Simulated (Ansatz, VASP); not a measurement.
**Two plane-wave programs on Pd**

The input INCAR:

```
PREC     = Accurate       # precision mode
ENCUT    = 520            # plane-wave cutoff, eV
EDIFF    = 1E-6           # SCF threshold, eV
ISMEAR   = 0              # smearing method
SIGMA    = 0.15           # smearing width, eV
LREAL    = False          # projectors in reciprocal space
LASPH    = True           # aspherical terms in the spheres
NELM     = 60             # most SCF steps
ALGO     = Fast           # electronic algorithm
ISIF     = 2              # what is computed and relaxed
LWAVE    = False          # write WAVECAR
LCHARG   = False          # write CHGCAR
GGA      = PE             # functional
NBANDS   = 11             # bands
```

The input KPOINTS:

```
regular mesh
0
Gamma
  24 24 24
```

File POSCAR:

```
Pd
1.0
    0.0000000000      1.8840816275      2.0724897903
    1.8840816275      0.0000000000      2.0724897903
    1.8840816275      1.8840816275      0.0000000000
Pd
1
Direct
    0.0000000000      0.0000000000      0.0000000000
```

Input for Ansatz:

```yaml
crystal:
  lattice:
    - [0.0, 1.8840816275, 2.0724897903]
    - [1.8840816275, 0.0, 2.0724897903]
    - [1.8840816275, 1.8840816275, 0.0]
  atoms:
    - { symbol: Pd, position: [0.0, 0.0, 0.0] }
basis:
  ecutwfc: 420
kpoints:
  mp_grid: { grid: [24, 24, 24] }
hamiltonian:
  xc: pbe
scf:
  occupations: { method: gaussian, width: 0.15 }
output:
  forces: true
  stress: true
  eigenvalues: true
```

Alike in both runs: task single point; functional PBE; k mesh 24 × 24 × 24; occupations gaussian, width 0.15 eV; no spin polarisation.

|  | VASP | Ansatz |
| --- | --- | --- |
| version | VASP 6.6.1 | Ansatz 0.2.0 |
| potentials or method | VASP PAW PBE potentials, release 64 (Pd) | scalar-relativistic, plane waves, PAW |
| plane-wave cutoff (eV) | 520 | 420 |
| valence electrons in the cell | 10 | 18 |

VASP gave:

- gap on the k mesh at the Fermi level (eV): none
- pressure (GPa): 8.1
- largest component of the traceless stress (GPa): 4.98

Task: Which values does Ansatz return?

Result: gap on the k mesh at the Fermi level (eV): none; pressure (GPa): 8.4; largest component of the traceless stress (GPa): 5.05.

A gap of «none» marks a metal or a gap that the smearing closes. The two sets of potentials don't hold the same shells in valence.
